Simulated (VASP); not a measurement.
Set up this calculation in VASP 6.6.1, as the native input.

```yaml
Task: relaxation of shape and atoms at fixed volume
Functional: PBEsol
Potentials_or_basis: VASP PAW PBE potentials, release 64 (Te)
Cutoff: 600 eV
k_mesh: 9 × 9 × 6
Occupations: gaussian, width 0.03 eV
Spin: no spin polarisation
Further_INCAR_settings: ALGO = Normal; EDIFF = 1e-07; IBRION = 2; EDIFFG = -0.01; NSW = 40; ISIF = 4
```

The structure of Te lies in POSCAR:

```
Te                                      
1.0
    4.3994995515      0.0000000000     -0.0000000000
   -2.1997497757      3.8100783756      0.0000000000
    0.0000000000      0.0000000000      6.0792550975
  Te            
     3
Direct
     0.2845285603111652    0.0000000000000000    0.3333333332999970
     0.0000000000000000    0.2845285603111652    0.6666666667000030
     0.7154714396888349    0.7154714396888349    1.0000000000000000
```

The cell isn't the ideal one: a relaxed cell with its volume scaled by 1.06.

These files were run (other wordings do the same):

INCAR

```
SYSTEM = Te
ALGO     = Normal         ! electronic algorithm
EDIFF    = 1E-7           ! SCF threshold, eV
EDIFFG   = -0.01          ! ionic threshold
ENCUT    = 600            ! plane-wave cutoff, eV
GGA      = PS             ! functional
IBRION   = 2              ! ionic algorithm
ISIF     = 4              ! what is computed and relaxed
ISMEAR   = 0              ! smearing method
LASPH    = .True.         ! aspherical terms in the spheres
LCHARG   = .False.        ! write CHGCAR
LREAL    = .False.        ! projectors in reciprocal space
LWAVE    = .False.        ! write WAVECAR
NELM     = 80             ! most SCF steps
NSW      = 40             ! ionic steps
PREC     = Accurate       ! precision mode
SIGMA    = 0.03           ! smearing width, eV
```

KPOINTS

```
k-points
0
Gamma
  9 9 6
  0 0 0
```

Potentials or basis: VASP PAW PBE potentials, release 64 (Te).

Command:

```bash
$ cat potpaw_PBE.64/Te/POTCAR > POTCAR
$ mpirun -np 1 vasp_std > vasp.out
```

It gave:

| Item | Value |
| --- | --- |
| Energy gained by relaxing | 7.8 meV/atom |
| Ionic steps | 7 |
| Pressure after relaxing | -1.5 GPa |
| Largest force after relaxing | 0.007 eV/Å |
| Band gap on the k mesh | 0.12 eV, direct |

Caveat: the PAW data sets were made with another functional, which shifts forces and pressure a little; spin-orbit coupling is left out, which moves the levels of the heavy elements; an odd mesh through Γ misses points on the zone boundary, where band edges often lie.

Wall time 5.4 min on 1 thread of Intel(R) Xeon(R) Platinum 8259CL CPU @ 2.50GHz (Skylake/Cascade Lake) (shared host), peak memory 0.29 GiB.
